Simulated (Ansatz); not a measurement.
# Ir: stress in a strained cell

Aim: deform Ir (zz strain of +1 %) and compute stress, forces and field gradients with LAPW, PAW and all-electron datasets made for the crystal.

Program: Ansatz 0.2.0. Level of theory: DFT PBE, scalar-relativistic. These are calculated values, not measurements.

**1. The structure to begin with**

Symmetry: Fm-3m, No. 225, cubic system. The conventional cell has a = 3.839 Å, b = 3.839 Å, c = 3.839 Å, α = 90.00°, β = 90.00°, γ = 90.00°. Around Ir (site symmetry m-3m) lie 12 Ir at 2.71 Å.

As a file:

```cif
data_structure
_symmetry_space_group_name_H-M 'P 1'
_symmetry_Int_Tables_number 1
_cell_length_a 2.7149
_cell_length_b 2.7149
_cell_length_c 2.7149
_cell_angle_alpha 60.000
_cell_angle_beta 60.000
_cell_angle_gamma 60.000
_cell_volume 14.15
loop_
_atom_site_label
_atom_site_type_symbol
_atom_site_fract_x
_atom_site_fract_y
_atom_site_fract_z
_atom_site_occupancy
Ir1 Ir 0.00000 0.00000 0.00000 1
```

**2. The deformed structure**

Space group Fm-3m before, I4/mmm after.

**3. LAPW, all electrons**

File input.yaml:

```yaml
crystal:
  lattice:
    - [0.0, 1.9197, 1.938897]
    - [1.9197, 0.0, 1.938897]
    - [1.9197, 1.9197, 0.0]
  atoms:
    - { symbol: Ir, position: [0.0, 0.0, 0.0] }
kpoints:
  mp_grid: { grid: [15, 15, 15] }
  band_path:
    path:
      - [0.0, 0.0, 0.0]
      - [0.0, 0.5, 0.5]
      - [0.25, 0.75, 0.5]
      - [0.0, 0.5, 0.0]
      - [0.0, 0.0, 0.0]
      - [0.5, 0.5, 0.0]
      - [0.3725370062, 0.6274629938, 0.0]
      - [-0.3725370062, 0.3725370062, 0.0]
      - [0.0, 0.0, 0.0]
    npoints: 5
scf:
  occupations: { method: fermi_dirac, width: 0.05 }
hamiltonian:
  xc: pbe
  pseudopotentials: { kind: all_electron, lapw: { basis_error: 0.0005 } }
output:
  forces: true
  stress: true
  eigenvalues: true
```

Started as:

```console
$ ansatz run input.yaml --threads 1 --pin off --max-ram 3072MiB --backend cpu --events-out ev --progress --plain --runs-dir out
```

**4. PAW with frozen cores**

File input.yaml:

```yaml
crystal:
  lattice:
    - [0.0, 1.9197, 1.938897]
    - [1.9197, 0.0, 1.938897]
    - [1.9197, 1.9197, 0.0]
  atoms:
    - { symbol: Ir, position: [0.0, 0.0, 0.0] }
kpoints:
  mp_grid: { grid: [15, 15, 15] }
scf:
  occupations: { method: fermi_dirac, width: 0.05 }
hamiltonian:
  xc: pbe
  pseudopotentials: { kind: paw }
output:
  forces: true
  stress: true
  eigenvalues: true
  efg: { contact_densities: true }
```

**5. Datasets made for this crystal**

Edit input.yaml of step 4 so:

```diff
@@ -13,3 +13,3 @@
   xc: pbe
-  pseudopotentials: { kind: paw }
+  pseudopotentials: { kind: all_electron, datasets: crystal }
 output:
```

(Steps that only read results are left out.)

What does the calculation give? Wanted: pressure; largest shear or deviatoric stress.

**Answer**, as computed:

| quantity | value |
| --- | --- |
| pressure | LAPW 5.06, PAW 5.12, crystal datasets 5.06 GPa |
| largest shear or deviatoric stress (LAPW) | 2.56 GPa |

In words: The largest part of the stress beyond the pressure is 2.56 GPa in size, in the zz component. No run of the undeformed cell stands beside it, so the pressure holds what the given cell had before the change. PAW: stress within 0.06 GPa of LAPW. Crystal datasets: stress within 0.01 GPa of LAPW. Spin-orbit coupling is left out, though the cell holds Ir; in elements this heavy it can shift bands and gaps by tenths of an eV.
